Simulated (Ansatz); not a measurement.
# Pb (P6_3/mmc) in Ansatz: settings compared

Aim: see how the results for Pb move with the level of theory and the settings. Levels: LDA, PBE, PBEsol, RPBE. Tasks: band structure.

All numbers are computed with Ansatz 0.2.0; they aren't measurements. Logs are shortened: lines on timing, memory, paths and dates and some standing lists are left out, and cuts for length are marked.

## 1. The structure

It takes space group P6_3/mmc (No. 194, hexagonal). Conventional cell: a = 3.480 Å, b = 3.480 Å, c = 5.590 Å, α = 90.00°, β = 90.00°, γ = 120.00°. Around Pb (site symmetry -6m2) lie 12 Pb at 3.44 to 3.48 Å.

This isn't the form of Pb at room conditions, which is fcc.

## 2. Band structure, LDA

File input.yaml:

```yaml
crystal:
  lattice:
    - [3.48, 0.0, 0.0]
    - [-1.74, 3.0137684052, 0.0]
    - [0.0, 0.0, 5.59]
  atoms:
    - { symbol: Pb, position: [0.6666666667, 0.3333333333, 0.75] }
    - { symbol: Pb, position: [0.3333333333, 0.6666666667, 0.25] }
hamiltonian:
  xc: lda
  pseudopotentials: { kind: paw }
kpoints:
  mp_grid: { grid: [9, 9, 5] }
  band_path:
    path:
      - [[0.0, 0.0, 0.0], [0.5, 0.0, 0.0], [0.3333333333, 0.3333333333, 0.0], [0.0, 0.0, 0.0], [0.0, 0.0, 0.5], [0.5, 0.0, 0.5], [0.3333333333, 0.3333333333, 0.5], [0.0, 0.0, 0.5]]
      - [[0.5, 0.0, 0.5], [0.5, 0.0, 0.0]]
      - [[0.3333333333, 0.3333333333, 0.0], [0.3333333333, 0.3333333333, 0.5]]
    npoints: 14
scf:
  occupations: { method: fermi_dirac, width: 0.05 }
  n_extra_bands: 6
output:
  forces: true
  stress: true
  eigenvalues: true
  fatbands: false
```

Potentials or basis: Ansatz PAW.

Run with:

```bash
ansatz run input.yaml --threads 2 --pin off --max-ram 5632MiB --backend cpu --events-out ev --progress --plain --runs-dir out
```

Standard output:

```text
Warning: RAYON_NUM_THREADS=2 ignored (pool sized by the plan → 2); use --threads N
scf.n_extra_bands = 6 over 14 filled bands (N_el = 28.0): the run solves 20 bands
Engine: ansatz 0.2.0, aarch64-unknown-linux-gnu
Pseudopotentials: kind: paw
Pseudopotential: Pb, paw, valence charge 14, recommended cutoff 420 eV (normal), Pb.paw.azcp
Functional definition: SPW92
  exchange = slater_x
  correlation = pw_c
Crystal: 2 atoms, lattice volume = 58.627 Å³
Basis set: ecut = 420 eV, 1117 PW (Γ)
Bands: 20, of which v1, the nominal top of the filled ones, is band 14 counted from 1 (13 counted from 0)
Symmetry: 24 space group operations
Space group: P63/mmc (ITA 194), of the structure as read, at distance tolerance 3.9e-5 Å
k-points: 36 of 405
Non-local potential: Pb, projectors of the file, l = 0: 2, l = 1: 2, l = 2: 2, l = 3: 2
PAW form: soft (Blöchl's): semilocal exchange-correlation on the pseudo side does not see the compensation charge
PAW frozen core: Pb, regenerated for the run's functional, and the local potential with it (the file was generated under x = pbe(κ = 0.804, μ = 0.2195149727645171), c = pbe(β = 0.06672455060314922))
PAW one-centre angular grid: Pb, 590 points (default); XC on 64 Gauss nodes
Initial density: superposition of atomic densities (neutral atoms: chi_scale 0, normalization atom), corrected by the library's trained network
Initial wavefunctions: pseudopotential atomic-orbital guess
Functional: x = slater, c = lda
SCF iter   1: F=—  HF=-23204.666548 eV  |F-HF|=—  |Δ(HF+E_count)|=         —  Δρ=5.03e-3  dr2=9.60e-3  ethr=1.77e-3  ⟨swp⟩=6.9  Hψ=3761  notcnv=0  defer=4
preconditioner: auto → Kerker (q_TF=auto, 2.412 Å⁻¹)  [metal: Δε(μ)=0.138 eV  Ē_g=18.488 eV  σ=0.050 eV  W_gap=0.45  n_scr=22 (ndim 8)  ℏωp=25.7 eV  f_vac=0.000  D(μ)=1.31/eV (n_scr^D=2)]
SCF iter   2: F=—  HF=-23204.662417 eV  |F-HF|=—  |Δ(HF+E_count)|=   4.13e-3  Δρ=2.89e-3  dr2=3.40e-3  ethr=3.43e-5  ⟨swp⟩=1.5  Hψ=1055  notcnv=0  defer=22
SCF iter   3: F=—  HF=-23204.661260 eV  |F-HF|=—  |Δ(HF+E_count)|=   1.16e-3  Δρ=6.47e-4  dr2=2.31e-4  ethr=1.21e-5  ⟨swp⟩=2.1  Hψ=1127  notcnv=0  defer=22
SCF iter   4: F=—  HF=-23204.661225 eV  |F-HF|=—  |Δ(HF+E_count)|=   3.45e-5  Δρ=4.19e-4  dr2=7.78e-5  ethr=8.26e-7  ⟨swp⟩=2.0  Hψ=1180  notcnv=0  defer=22
SCF iter   5: F=—  HF=-23204.661193 eV  |F-HF|=—  |Δ(HF+E_count)|=   3.18e-5  Δρ=1.74e-4  dr2=1.36e-5  ethr=2.78e-7  ⟨swp⟩=2.0  Hψ=1167  notcnv=0  defer=22
SCF iter   6: F=—  HF=-23204.661189 eV  |F-HF|=—  |Δ(HF+E_count)|=   4.68e-6  Δρ=3.69e-5  dr2=6.65e-7  ethr=4.86e-8  ⟨swp⟩=2.1  Hψ=1186  notcnv=0  defer=22
SCF iter   7: F=-23204.661188 eV  HF=-23204.661189 eV  |F-HF|=8.48e-9  |Δ(HF+E_count)|=   2.25e-7  Δρ=5.10e-6  dr2=1.29e-8  ethr=3.57e-10  ⟨swp⟩=8.8  Hψ=3839  notcnv=0
SCF 1 converged in 7 iterations: F = -23204.661188 eV  dr2 = 1.29e-8
NSCF: frozen V_eff on 129 k-points
SCF converged after 7 iterations
Free energy (F): -23204.661188 eV
Harris-Foulkes:  -23204.661189 eV  (|F-HF|=8.48e-9)
Internal energy: -23204.650004 eV  (E = F + TS)
E sigma→0 (E₀):  -23204.655596 eV
Entropy (-TS):   -0.011184 eV (-5.592 meV/atom)
Fermi energy:    11.055563 eV
--- Per-component energies (eV) ---
  E_band       = -68.657440
  E_kinetic    = 580.298952
  E_local      = -1993.856312  (includes V_loc(G=0)·N_el)
  E_nonlocal   = 707.289707
  E_hartree    = 789.464756
  E_xc         = -439.119684
  E_vxc        = -268.133355  (∫ρ·V_xc dr)
  E_paw        = -20205.024244  (= ΣΔE_a)
  E_vpaw       = -673.189773  (= ΣTr[D̂ρ^β])
  E_aug_tail   = 0.000091  (compensation charges beyond the density's cutoff)
  E_ewald      = -2643.547842
  E_core_change = -0.155427  (= ΣΔE_core)
  E_smearing   = -0.011184  (= −TS)
  E_closure    = -0.000000  (closes the sum)
  Σ components = -23204.661188   (vs F -23204.661188, Δ=0.00e0)
--- Forces (eV/Å), atoms counted from 1 ---
  atom   1  Pb     0.00000000    -0.00000000    -0.00000000
  atom   2  Pb     0.00000000     0.00000000     0.00000000
  max |Σ_I F_I| component: 4.63e-18 eV/Å
--- Stress (GPa, compression-positive) ---
       -1.750071       0.000000       0.000000
       -0.000000      -1.750071      -0.000000
        0.000000      -0.000000       1.806440
  P = ⅓ Tr σ = -0.5646 GPa (-5.646 kbar)
--- Band table (eV; the first three rows and the last of 36) ---
  k-point 0: bands = ["-5.9312", "-5.8805", "-5.8805", "-5.8801", "-5.8553", "-5.8553", "-5.8014", "-5.8014", "-5.6017", "-5.6017", "-0.9240", "3.0201", "6.7956", "16.5974", "16.5974", "18.4973", "18.4973", "19.1604", "19.9382", "20.2098"]
  k-point 1: bands = ["-5.9235", "-5.8956", "-5.8956", "-5.8816", "-5.8660", "-5.8660", "-5.7649", "-5.7649", "-5.6125", "-5.6125", "-0.7195", "2.1862", "8.0559", "16.7598", "16.7598", "16.9691", "18.3071", "18.3071", "20.0210", "20.3088"]
  k-point 2: bands = ["-5.9057", "-5.9025", "-5.9025", "-5.8894", "-5.8883", "-5.8883", "-5.7017", "-5.7017", "-5.6465", "-5.6465", "-0.1044", "0.9052", "10.6047", "13.6757", "17.2070", "17.2070", "17.8030", "17.8030", "20.2541", "20.4496"]
  k-point 35: bands = ["-5.9286", "-5.9286", "-5.8675", "-5.7675", "-5.7592", "-5.7592", "-5.7393", "-5.7372", "-5.5955", "-5.5955", "3.9449", "3.9449", "8.5949", "8.5949", "9.0739", "10.0810", "15.8051", "15.8051", "19.1441", "21.0486"]
```

Run time: 2.2 s. Hardware: 2 threads of Arm Neoverse V2, shared host; peak memory 0.32 GiB.

What came out:

```yaml
Free_energy: -23204.6612 eV
Pressure: -0.6 GPa
Band_gap_on_the_k_mesh: none (metal or under the smearing width)
```

Levels at the corners of the path, in eV from the Fermi level:
| point | band 12 | band 13 | band 14 | band 15 | band 16 | band 17 |
| --- | --- | --- | --- | --- | --- | --- |
| Γ | -8.04 | -4.26 | 5.54 | 5.54 | 7.44 | 7.44 |
| M | -7.19 | -2.89 | -1.41 | -0.50 | 1.85 | 1.96 |
| K | -7.36 | -2.87 | -0.44 | -0.44 | 0.83 | 1.14 |
| Γ | -8.04 | -4.26 | 5.54 | 5.54 | 7.44 | 7.44 |
| A | -10.70 | 1.04 | 1.04 | 6.44 | 6.44 | 6.44 |
| L | -7.60 | -3.78 | -3.78 | 3.42 | 3.42 | 3.75 |
| H | -7.08 | -2.59 | -2.59 | -1.51 | -1.51 | 5.21 |
| A | -10.70 | 1.04 | 1.04 | 6.44 | 6.44 | 6.44 |
| L | -7.60 | -3.78 | -3.78 | 3.42 | 3.42 | 3.75 |
| M | -7.19 | -2.89 | -1.41 | -0.50 | 1.85 | 1.96 |
| K | -7.36 | -2.87 | -0.44 | -0.44 | 0.83 | 1.14 |
| H | -7.08 | -2.59 | -2.59 | -1.51 | -1.51 | 5.21 |

Caveat: spin-orbit coupling is left out, which moves the levels of the heavy elements; the PAW data sets come from PBE, with cores solved anew for the run's functional, which leaves a small shift of forces and pressure.

## 3. Band structure, PBE

Changes to input.yaml since step 2:

```diff
@@ -9,3 +9,3 @@
 hamiltonian:
-  xc: lda
+  xc: pbe
   pseudopotentials: { kind: paw }
@@ -27 +27,5 @@
   fatbands: false
+  write_density: true
+  write_potential: true
+  elf: true
+  volumetric_format: npy
```

Potentials or basis: Ansatz PAW.

Run with:

```bash
ansatz run input.yaml --threads 2 --pin off --max-ram 5632MiB --backend cpu --events-out ev --progress --plain --runs-dir out
```

Run time: 2.3 s. Hardware: 2 threads of Arm Neoverse V2, shared host; peak memory 0.34 GiB.

The run converged. Its results:

| Item | Value |
| --- | --- |
| Free energy | -23812.7163 eV |
| Pressure | 4.1 GPa |
| Band gap on the k mesh | none (metal or under the smearing width) |

Stress tensor (GPa, compression positive):
```
2.84 0.00 0.00
0.00 2.84 0.00
0.00 0.00 6.73
```

Levels at the corners of the path, in eV from the Fermi level:
```csv
point,band 12,band 13,band 14,band 15,band 16,band 17
Γ,-7.97,-4.29,5.60,5.60,7.50,7.50
M,-7.13,-2.89,-1.41,-0.51,1.80,1.98
K,-7.29,-2.91,-0.44,-0.44,0.84,1.13
Γ,-7.97,-4.29,5.60,5.60,7.50,7.50
A,-10.67,1.05,1.05,6.51,6.51,6.51
L,-7.53,-3.81,-3.81,3.45,3.45,3.79
H,-7.00,-2.62,-2.62,-1.54,-1.54,5.27
A,-10.67,1.05,1.05,6.51,6.51,6.51
L,-7.53,-3.81,-3.81,3.45,3.45,3.79
M,-7.13,-2.89,-1.41,-0.51,1.80,1.98
K,-7.29,-2.91,-0.44,-0.44,0.84,1.13
H,-7.00,-2.62,-2.62,-1.54,-1.54,5.27
```

Caveat: spin-orbit coupling is left out, which moves the levels of the heavy elements.

## 4. Band structure, PBEsol

Changes to input.yaml since step 3:

```diff
@@ -9,3 +9,3 @@
 hamiltonian:
-  xc: pbe
+  xc: pbesol
   pseudopotentials: { kind: paw }
```

Run with:

```bash
ansatz run input.yaml --threads 2 --pin off --max-ram 5632MiB --backend cpu --events-out ev --progress --plain --runs-dir out
```

It took 2.3 s on 2 threads of Arm Neoverse V2, shared host; peak memory 0.34 GiB.

Results (log left out):

```yaml
Free_energy: -23509.8367 eV
Pressure: 1.1 GPa
Band_gap_on_the_k_mesh: none (metal or under the smearing width)
```

Stress tensor (GPa, compression positive):
```
-0.21  0.00  0.00
 0.00 -0.21  0.00
 0.00  0.00  3.60
```

Levels at the corners of the path, in eV from the Fermi level:
```tsv
point	band 12	band 13	band 14	band 15	band 16	band 17
Γ	-7.97	-4.29	5.60	5.60	7.51	7.51
M	-7.13	-2.89	-1.41	-0.51	1.81	1.98
K	-7.29	-2.91	-0.44	-0.44	0.84	1.13
Γ	-7.97	-4.29	5.60	5.60	7.51	7.51
A	-10.67	1.05	1.05	6.51	6.51	6.51
L	-7.53	-3.81	-3.81	3.45	3.45	3.79
H	-6.99	-2.62	-2.62	-1.54	-1.54	5.27
A	-10.67	1.05	1.05	6.51	6.51	6.51
L	-7.53	-3.81	-3.81	3.45	3.45	3.79
M	-7.13	-2.89	-1.41	-0.51	1.81	1.98
K	-7.29	-2.91	-0.44	-0.44	0.84	1.13
H	-6.99	-2.62	-2.62	-1.54	-1.54	5.27
```

Caveat: spin-orbit coupling is left out, which moves the levels of the heavy elements; the PAW data sets come from PBE, with cores solved anew for the run's functional, which leaves a small shift of forces and pressure.

## 5. Band structure, RPBE

Changes to input.yaml since step 4:

```diff
@@ -9,3 +9,3 @@
 hamiltonian:
-  xc: pbesol
+  xc: rpbe
   pseudopotentials: { kind: paw }
@@ -26,6 +26,2 @@
   eigenvalues: true
-  fatbands: false
-  write_density: true
-  write_potential: true
-  elf: true
-  volumetric_format: npy
+  fatbands: true
```

Run with:

```bash
ansatz run input.yaml --threads 2 --pin off --max-ram 5632MiB --backend cpu --events-out ev --progress --plain --runs-dir out
```

Run time: 2.9 s. Hardware: 2 threads of Arm Neoverse V2, shared host; peak memory 0.32 GiB.

It converged, with:

| Item | Value |
| --- | --- |
| Free energy | -23843.1554 eV |
| Pressure | 5.8 GPa |
| Band gap on the k mesh | none (metal or under the smearing width) |

Stress tensor (GPa, compression positive):
```
4.50 0.00 0.00
0.00 4.50 0.00
0.00 0.00 8.45
```

Levels at the corners of the path, in eV from the Fermi level:
| point | band 12 | band 13 | band 14 | band 15 | band 16 | band 17 |
| --- | --- | --- | --- | --- | --- | --- |
| Γ | -7.96 | -4.30 | 5.62 | 5.62 | 7.52 | 7.52 |
| M | -7.12 | -2.88 | -1.40 | -0.51 | 1.79 | 1.99 |
| K | -7.28 | -2.91 | -0.44 | -0.44 | 0.84 | 1.13 |
| Γ | -7.96 | -4.30 | 5.62 | 5.62 | 7.52 | 7.52 |
| A | -10.66 | 1.05 | 1.05 | 6.53 | 6.53 | 6.53 |
| L | -7.52 | -3.81 | -3.81 | 3.46 | 3.46 | 3.80 |
| H | -6.98 | -2.62 | -2.62 | -1.55 | -1.55 | 5.28 |
| A | -10.66 | 1.05 | 1.05 | 6.53 | 6.53 | 6.53 |
| L | -7.52 | -3.81 | -3.81 | 3.46 | 3.46 | 3.80 |
| M | -7.12 | -2.88 | -1.40 | -0.51 | 1.79 | 1.99 |
| K | -7.28 | -2.91 | -0.44 | -0.44 | 0.84 | 1.13 |
| H | -6.98 | -2.62 | -2.62 | -1.55 | -1.55 | 5.28 |

Caveat: spin-orbit coupling is left out, which moves the levels of the heavy elements; the PAW data sets come from PBE, with cores solved anew for the run's functional, which leaves a small shift of forces and pressure.

## 6. Summary

| level | gap on the mesh (eV) | pressure (GPa) |
| --- | --- | --- |
| LDA | none | -0.6 |
| PBE | none | 4.1 |
| PBEsol | none | 1.1 |
| RPBE | none | 5.8 |

Alike in all rows: task band structure; potentials or basis Ansatz PAW; no spin polarisation; cell as given; k mesh 9 × 9 × 5; cutoff (eV) 420; smearing fermi-dirac 0.05 eV.

Every run on the cell as given and a fine mesh finds a metal. The pressure there spans -0.6 GPa (LDA) to 5.8 GPa (RPBE); a positive pressure means that this level wants a larger cell, a negative one a smaller.

Caveats: spin-orbit coupling is left out, which moves the levels of the heavy elements; the PAW data sets come from PBE, with cores solved anew for the run's functional, which leaves a small shift of forces and pressure (some runs).

Total energies depend on the potentials used, so only differences within one code and one set of settings carry meaning.
